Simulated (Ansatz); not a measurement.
Wanted: the native input for an Ansatz 0.2.0 run.

| Item | Value |
| --- | --- |
| Task | band structure |
| Functional | RPBE |
| Potentials or basis | Ansatz PAW |
| Cutoff | 420 eV (not typed: the program's choice for these potentials) |
| k mesh | 4 × 8 × 1 |
| Occupations | fermi-dirac, width 0.05 eV |
| Spin | no spin polarisation |
| Path | [["G", "Y", "H", "C", "E", "M1", "A", "X", "H1"], ["M", "D", "Z"], ["Y", "D"]] |
| Points for each segment of the path | 14 |

The system is Te2Mo, a slab with vacuum.

```xyz
6
Lattice="6.3616 0.0000 0.0000 0.0000 3.4804 0.0000 -0.0857 0.0000 36.1759" Properties=species:S:1:pos:R:3 pbc="T T T"
Te    2.6844    2.6103   19.5604
Te    3.5915    0.8701   16.6155
Te    5.8104    0.8701   20.1329
Te    0.4655    2.6103   16.0430
Mo    1.1110    0.8701   17.9963
Mo    5.1649    2.6103   18.1796
```

These files were run (other wordings do the same):

input.yaml

```yaml
crystal:
  lattice:
    - [6.3616090156, 0.0, 0.0]
    - [0.0, 3.48040306, 0.0]
    - [-0.0857412231, 0.0, 36.1758904685]
  atoms:
    - { symbol: Te, position: [0.4292511, 0.75, 0.54070358] }
    - { symbol: Te, position: [0.5707489, 0.25, 0.45929642] }
    - { symbol: Te, position: [0.92084787, 0.25, 0.55652732] }
    - { symbol: Te, position: [0.07915213, 0.75, 0.44347268] }
    - { symbol: Mo, position: [0.18134756, 0.25, 0.49746537] }
    - { symbol: Mo, position: [0.81865244, 0.75, 0.50253463] }
hamiltonian:
  xc: rpbe
  pseudopotentials: { kind: paw }
kpoints:
  mp_grid: { grid: [4, 8, 1] }
  band_path:
    path:
      - [[0.0, 0.0, 0.0], [0.0, 0.0, 0.5], [-0.4997944133, 0.0, 0.5067361864], [-0.5, 0.0, 0.5], [-0.5, 0.5, 0.5], [-0.5002055867, 0.5, 0.4932638136], [-0.5, 0.5, 0.0], [-0.5, 0.0, 0.0], [-0.5002055867, 0.0, 0.4932638136]]
      - [[-0.4997944133, 0.5, 0.5067361864], [0.0, 0.5, 0.5], [0.0, 0.5, 0.0]]
      - [[0.0, 0.0, 0.5], [0.0, 0.5, 0.5]]
    npoints: 14
scf:
  occupations: { method: fermi_dirac, width: 0.05 }
  n_extra_bands: 15
output:
  forces: true
  stress: true
  eigenvalues: true
  fatbands: false
```

Potentials or basis: Ansatz PAW.

Run with:

```sh
$ ansatz run input.yaml --threads 2 --pin off --max-ram 5120MiB --backend cpu --events-out ev --progress --plain --runs-dir out
```

Results of the run:

```json
{"Largest force": "0.456 eV/Å", "Band gap on the k mesh": "none (metal or under the smearing width)"}
```

Caveat: spin-orbit coupling is left out, which moves the levels of the heavy elements; the PAW data sets come from PBE, with cores solved anew for the run's functional, which leaves a small shift of forces and pressure.

It took 85 s on 2 threads of AMD EPYC 7B13 (Zen 3), on a shared host, peak memory 3.5 GiB.
